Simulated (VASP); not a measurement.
WS2, 3 atoms in the cell. It takes space group Fm-3m (No. 225, cubic). The conventional cell has a = 5.862 Å, b = 5.862 Å, c = 5.862 Å, α = 90.00°, β = 90.00°, γ = 90.00°. W (site symmetry m-3m) has 8 S at 2.54 Å as nearest neighbours. S (site symmetry -43m) has 4 W at 2.54 Å as nearest neighbours. The cell was built by a generator and needn't be a form met in nature.

```yaml
Program: VASP 6.6.1
Task: single point
Functional: PBE
Potentials_or_basis: VASP PAW PBE potentials, release 64 (W_sv, S)
Cutoff: 520 eV
k_mesh: 6 × 6 × 6
Occupations: gaussian, width 0.001 eV
Spin: no spin polarisation
Dipole_correction: no
Further_INCAR_settings: ALGO = Fast; EDIFF = 1e-07; NBANDS = 20
```

Potentials or basis: VASP PAW PBE potentials, release 64 (W_sv, S).

Launch:

```console
$ cat potpaw_PBE.64/W_sv/POTCAR potpaw_PBE.64/S/POTCAR > POTCAR
$ mpirun -np 1 vasp_std > vasp.out
```

Hardware: 1 thread of Intel(R) Xeon(R) Platinum 8488C (Sapphire Rapids), with other jobs on the host.

How long does it take, and how much memory?

It took 21 s on 1 thread of Intel(R) Xeon(R) Platinum 8488C (Sapphire Rapids), on a shared host, peak memory 0.18 GiB. Counts: scf iterations 17, k points 16.
